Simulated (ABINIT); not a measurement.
# I (Fmmm) in ABINIT: reference runs

Aim: a first look at I with PBE, on the cell as given and on a disturbed one.

Program: ABINIT 10.8.3 (patched build). These are calculated values, not measurements. Logs are shortened: lines on timing, memory, paths and dates and some standing lists are left out, and cuts for length are marked. The log counts tension as positive stress, the text compression.

## 1. The crystal as given

The structure is orthorhombic, space group Fmmm (No. 69). Conventional cell: a = 4.384 Å, b = 4.731 Å, c = 7.820 Å, α = 90.00°, β = 90.00°, γ = 90.00°. I (site symmetry mmm) is surrounded by 4 I at 3.23 Å.

## 2. Single point, PBE

The input, run.abi:

```
pp_dirpath "./"
pseudos "I.GGA_PBE-JTH.xml"

structure "poscar:POSCAR"
natom 1
chkprim 0
chksymtnons 0
tolsym 1.0e-6

ecut 408.170794 eV
pawecutdg 30.0

kptopt 1
ngkpt 9 9 9
nshiftk 1
shiftk 0.0 0.0 0.0

ixc 11

nband 8
occopt 3
tsmear 0.05 eV

nstep 100
tolvrs 1.0e-9

iomode 3
prtwf 0
prtden 0
prteig 0
prtebands 0
```

The input, POSCAR:

```
I
1.0
    0.0000000000      2.3656004428      3.9098401324
    2.1922454667      0.0000000000      3.9098401324
    2.1922454667      2.3656004428      0.0000000000
I
1
Direct
    0.0000000000      0.0000000000      0.0000000000  I
```

Potentials or basis: JTH PAW PBE v2.0.

Command:

```bash
$ abinit run.abi > log 2>&1
```

run.abo:

```text
.Version 10.8.3 of ABINIT
 Symmetries : space group Fm m m (# 69); Bravais oF (face-center ortho.)
================================================================================
 Values of the parameters that define the memory need of the present run
     intxc =       0    ionmov =       0      iscf =      17    lmnmax =       8
     lnmax =       4     mgfft =      32  mpssoang =       2    mqgrid =    3001
     natom =       1  nloc_mem =       2    nspden =       1   nspinor =       1
    nsppol =       1      nsym =       8    n1xccc =       1    ntypat =       1
    occopt =       3   xclevel =       2
       mpw =         776          nfft =       32768          nkpt =         125
 PAW method is used; the additional fine FFT grid is defined by:
   mgfftf=        45    nfftf =     91125
================================================================================
================================================================================

--------------------------------------------------------------------------------
------------- Echo of variables that govern the present computation ------------
--------------------------------------------------------------------------------
 -outvars: echo values of preprocessed input variables --------
            acell      1.0000000000E+00  1.0000000000E+00  1.0000000000E+00 Bohr
              amu      1.26904470E+02
          chkprim           0
      chksymtnons           0
             ecut      1.50000000E+01 Hartree
                       outvar_i_n : Printing only first  50 k-points.
              ixc          11
                       outvar_i_n : Printing only first  50 k-points.
         kptrlatt        9    0    0      0    9    0      0    0    9
          kptrlen      5.48529412E+01
            natom           1
            nband           8
            ngfft          32      32      32
          ngfftdg          45      45      45
             nkpt         125
            nstep         100
             nsym           8
           ntypat           1
                       prtocc : prtvol=0, do not print more k-points.
           occopt           3
        pawecutdg      3.00000000E+01 Hartree
         pawxcdev           0
           prtden           0
        prtebands           0
           prteig           0
            prtwf           0
            rprim      0.0000000000E+00  4.4703369602E+00  7.3885270463E+00
                       4.1427435328E+00  0.0000000000E+00  7.3885270463E+00
                       4.1427435328E+00  4.4703369602E+00  0.0000000000E+00
          spgroup          69
           tolsym      1.00000000E-06
           tolvrs      1.00000000E-09
           tsmear      1.83746611E-03 Hartree
            typat      1
           useylm           1
                       outvars : Printing only first  50 k-points.
            znucl       53.00000

================================================================================

 chkinp: Checking input parameters for consistency.

================================================================================
[... 100 lines left out ...]

================================================================================

 ----iterations are completed or convergence reached----

 Mean square residual over all n,k,spin=   16.011E-08; max=  67.162E-06
 reduced coordinates (array xred) for    1 atoms
       0.000000000000      0.000000000000      0.000000000000
 rms dE/dt=  0.0000E+00; max dE/dt=  0.0000E+00; dE/dt below (all hartree)
    1       0.000000000000      0.000000000000      0.000000000000

 cartesian coordinates (angstrom) at end:
    1      0.00000000000000     0.00000000000000     0.00000000000000

 cartesian forces (hartree/bohr) at end:
    1     -0.00000000000000    -0.00000000000000    -0.00000000000000
 frms,max,avg= 0.0000000E+00 0.0000000E+00   0.000E+00  0.000E+00  0.000E+00 h/b

 cartesian forces (eV/Angstrom) at end:
    1     -0.00000000000000    -0.00000000000000    -0.00000000000000
 frms,max,avg= 0.0000000E+00 0.0000000E+00   0.000E+00  0.000E+00  0.000E+00 e/A
 length scales=  1.000000000000  1.000000000000  1.000000000000 bohr
              =  0.529177210544  0.529177210544  0.529177210544 angstroms
 Fermi (or HOMO) energy (hartree) =  -0.15991   Average Vxc (hartree)=  -0.30636
 Eigenvalues (hartree) for nkpt= 125  k points:
 kpt#   1, nband=  8, wtk=  0.00137, kpt=  0.0000  0.0000  0.0000 (reduced coord)
  -0.67023   -0.23040   -0.13083   -0.12069    0.00752    0.12266    0.14638    0.30142
      occupation numbers for kpt#   1
   2.00000    2.00000    0.00000    0.00000    0.00000    0.00000    0.00000    0.00000
 prteigrs : prtvol=0 or 1, do not print more k-points.

--- !EnergyTerms
iteration_state     : {dtset: 1, }
comment             : Components of total free energy in Hartree
kinetic             :  3.40378544452765E+00
hartree             :  1.18584568237255E+00
xc                  : -4.24879464685841E+00
Ewald energy        : -1.06015314279762E+01
psp_core            :  2.12647034307066E+00
local_psp           : -2.36759239470857E+00
PAW spherical_terms : -1.15787734675486E+00
internal            : -1.16596943463272E+01
'-kT*entropy'       : -1.86477201171956E-04
total_energy        : -1.16598808235284E+01
total_energy_eV     : -3.17281520671137E+02
...

--- !EnergyTermsDC
iteration_state     : {dtset: 1, }
comment             : '"Double-counting" decomposition of free energy'
band_energy         : -2.49654198321058E+00
Ewald energy        : -1.06015314279762E+01
psp_core            :  2.12647034307066E+00
xc_dc               : -1.65452338911737E+00
PAW spherical_terms :  9.66427594929688E-01
internal            : -1.16596988623038E+01
'-kT*entropy'       : -1.86477201171956E-04
total_energy_dc     : -1.16598853395050E+01
total_energy_dc_eV  : -3.17281643557122E+02
...

--- !EnergyTermsWithPAWCore
iteration_state     : {dtset: 1, }
comment             : 'Components of total free energy, including PAW core contributions'
Total energy        : -7.11644756032388E+03
Total energy DC     : -7.11644756483986E+03
Total energy (eV)   : -1.93648403263242E+05
Total energy DC (eV): -1.93648403386128E+05
...

 Cartesian components of stress tensor (hartree/bohr^3)
  sigma(1 1)= -1.39275045E-05  sigma(3 2)=  0.00000000E+00
  sigma(2 2)= -7.40402324E-06  sigma(3 1)=  0.00000000E+00
  sigma(3 3)= -2.71472326E-05  sigma(2 1)=  0.00000000E+00

-Cartesian components of stress tensor (GPa)         [Pressure=  4.7543E-01 GPa]
- sigma(1 1)= -4.09761329E-01  sigma(3 2)=  0.00000000E+00
- sigma(2 2)= -2.17833884E-01  sigma(3 1)=  0.00000000E+00
- sigma(3 3)= -7.98699157E-01  sigma(2 1)=  0.00000000E+00

== END DATASET(S) ==============================================================
================================================================================

 -outvars: echo values of variables after computation  --------
            acell      1.0000000000E+00  1.0000000000E+00  1.0000000000E+00 Bohr
           etotal     -1.1659885340E+01
            fcart     -0.0000000000E+00 -0.0000000000E+00 -0.0000000000E+00
            rprim      0.0000000000E+00  4.4703369602E+00  7.3885270463E+00
                       4.1427435328E+00  0.0000000000E+00  7.3885270463E+00
                       4.1427435328E+00  4.4703369602E+00  0.0000000000E+00
           strten     -1.3927504490E-05 -7.4040232354E-06 -2.7147232551E-05
                       0.0000000000E+00  0.0000000000E+00  0.0000000000E+00
 Calculation completed.
```

Wall time 24 s (1 thread of Arm Neoverse V2, shared host); peak memory 0.11 GiB.

Results:

* Free energy: -317.2816 eV
* Pressure: 0.5 GPa
* Band gap on the k mesh: none (metal or under the smearing width)
* Valence electrons inside the program's atomic spheres: I 3.89 (radii [1.2172] Å)

Stress tensor (GPa, compression positive):
```
0.41 0.00 0.00
0.00 0.22 0.00
0.00 0.00 0.80
```

Levels at points of the mesh, in eV from the Fermi level:
```csv
k point,band 1,band 2,band 3,band 4,band 5,band 6,band 7,band 8
"(0.00, 0.00, 0.00)",-13.89,-1.92,0.79,1.07,4.56,7.69,8.33,12.55
```

Caveat: an odd number of electrons without spin polarisation forces a metal; a magnetic or distorted state may lie lower. Spin-orbit coupling is left out, which matters for the levels of I.

## 3. Single point, PBE (cell strained at random at fixed volume)

The input, run.abi:

```
# Pseudopotentials
pp_dirpath "./"
pseudos "I.GGA_PBE-JTH.xml"

# Structure
acell 3*1.0 Angstrom
rprim
     0.0451600000     2.3495470000     3.8969690000
     2.2228140000     0.0462370000     3.8943150000
     2.2662770000     2.3854380000     0.0036060000
ntypat 1
znucl 53
natom 1
typat 1
xred
     0.0008870000     0.0058510000     0.0011680000
chkprim 0
chksymtnons 0
tolsym 1.0e-6

# Plane-wave basis
ecut 15.0
pawecutdg 30.0

# k points
kptopt 1
ngkpt 9 9 9
nshiftk 1
shiftk 0.0 0.0 0.0

# Exchange and correlation
ixc 11

# Bands and occupations
nband 8
occopt 3
tsmear 0.05 eV

# SCF cycle
nstep 100
tolvrs 1.0e-9

# Output
iomode 3
prtwf 0
prteig 0
prtebands 0
enunit 2
prtden 1
prtvha 1
prtvclmb 1
prtpot 1
```

Potentials or basis: JTH PAW PBE v2.0.

Command:

```bash
$ abinit run.abi > log 2>&1
```

Run time: 45 s. Hardware: 1 thread of Arm Neoverse V2, shared host; peak memory 0.15 GiB.

Results (log left out):

```yaml
Free_energy: -317.2880 eV
Pressure: 0.5 GPa
Band_gap_on_the_k_mesh: none (metal or under the smearing width)
Valence_electrons_inside_the_program's_atomic_spheres: I 3.89 (radii [1.2172] Å)
```

Stress tensor (GPa, compression positive):
```
 0.49  1.36  0.00
 1.36  0.11 -0.01
 0.00 -0.01  0.79
```

Levels at points of the mesh, in eV from the Fermi level:
| k point | band 1 | band 2 | band 3 | band 4 | band 5 | band 6 | band 7 | band 8 |
| --- | --- | --- | --- | --- | --- | --- | --- | --- |
| (0.00, 0.00, 0.00) | -13.93 | -1.94 | 0.51 | 1.22 | 4.53 | 7.53 | 8.40 | 12.10 |

Caveat: an odd number of electrons without spin polarisation forces a metal; a magnetic or distorted state may lie lower.

## 4. Equation of state, PBE

The input, run.abi:

```
# Datasets: one volume each
ndtset 7
getwfk -1
scalecart1 3*0.9795861087
scalecart2 3*0.9864848297
scalecart3 3*0.9932883884
scalecart4 3*1.0000000000
scalecart5 3*1.0066227096
scalecart6 3*1.0131594038
scalecart7 3*1.0196128224

# Pseudopotentials
pp_dirpath "./"
pseudos "I.GGA_PBE-JTH.xml"

# Structure
acell 3*1.0
rprim
     0.0000000000     4.4703369572     7.3885270413
     4.1427435300     0.0000000000     7.3885270413
     4.1427435300     4.4703369572     0.0000000000
ntypat 1
znucl 53
natom 1
typat 1
chkprim 0
chksymtnons 0
tolsym 1.0e-6
xred
     0.0000000000     0.0000000000     0.0000000000

# Plane-wave basis
ecut 15.0
pawecutdg 30.0

# k points
kptopt 1
ngkpt 9 9 9
nshiftk 1
shiftk 0.0 0.0 0.0

# Exchange and correlation
ixc 11

# Bands and occupations
nband 8
occopt 3
tsmear 0.05 eV

# SCF cycle
nstep 100
tolvrs 1.0e-9

# Output
iomode 3
prtwf 1
prtden 0
prteig 0
prtebands 0
```

Command:

```bash
$ abinit run.abi > log 2>&1
```

It took 2.4 min on 1 thread of Arm Neoverse V2, shared host; peak memory 0.15 GiB.

It converged, with:

```yaml
Equilibrium_volume: 41.34 Å³/atom
Bulk_modulus_at_fixed_shape_and_positions: 24 GPa
Pressure_derivative_of_the_bulk_modulus: 5.2
```

Energy against volume, from the lowest point:
```csv
volume (Å³/atom),energy (meV/atom)
38.120,22.14
38.931,11.87
39.742,5.01
40.553,1.17
41.364,0.00
42.175,1.21
42.986,4.52
```

Caveat: pressures at fixed basis lie under the slope of the energies; the cell was scaled at fixed shape and fractional positions, which overstates the stiffness of a crystal with free parameters, most of all of layers and chains. The run has no spin-orbit coupling, so splittings on I are missing.

## 5. The runs side by side

| task | cell | gap on the mesh (eV) | pressure (GPa) |
| --- | --- | --- | --- |
| single point | as given | none | 0.5 |
| single point | cell strained at random at fixed volume | none | 0.5 |
| equation of state | as given | - | - |

Alike in all rows: level PBE; potentials or basis JTH PAW PBE v2.0; no spin polarisation; k mesh 9 × 9 × 9; cutoff (eV) 408; smearing fermi-dirac 0.05 eV.

Caveats: an odd number of electrons without spin polarisation forces a metal (some runs); a magnetic or distorted state may lie lower (some runs); pressures at fixed basis lie under the slope of the energies (some runs); the cell was scaled at fixed shape and fractional positions, which overstates the stiffness of a crystal with free parameters, most of all of layers and chains (some runs).

Absolute energies hang on the potentials; compare differences alone.
